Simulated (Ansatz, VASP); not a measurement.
# Si in VASP and in Ansatz

```xyz
2
Lattice="0.0000 2.7219 2.7219 2.7219 0.0000 2.7219 2.7219 2.7219 0.0000" Properties=species:S:1:pos:R:3 pbc="T T T"
Si    2.7219    2.7219    2.7219
Si    4.0828    4.0828    4.0828
```

Alike in both runs: task single point; functional PBE; k mesh 6 × 6 × 6; occupations fermi-dirac, width 0.05 eV; no spin polarisation.

|  | VASP | Ansatz |
| --- | --- | --- |
| version | VASP 6.6.1 | Ansatz 0.2.0 |
| potentials or method | VASP PAW PBE potentials, release 64 (Si), cutoff 520 eV | all-electron PAW datasets made for the crystal |

|  | VASP | Ansatz | Ansatz less VASP |
| --- | --- | --- | --- |
| gap on the k mesh at the Fermi level (eV) | 0.72 | 0.72 | 0.000 |
| least direct gap on the mesh (eV) | 2.56 | 2.56 | -0.004 |
| pressure (GPa) | 1.3 | 1.4 | +0.04 |

Ansatz ran all-electron here, so the differences hold the error of VASP's frozen core and of both bases.

A k mesh can miss the band edges. A hybrid or GW would open this gap; PBE tends to underestimate it.
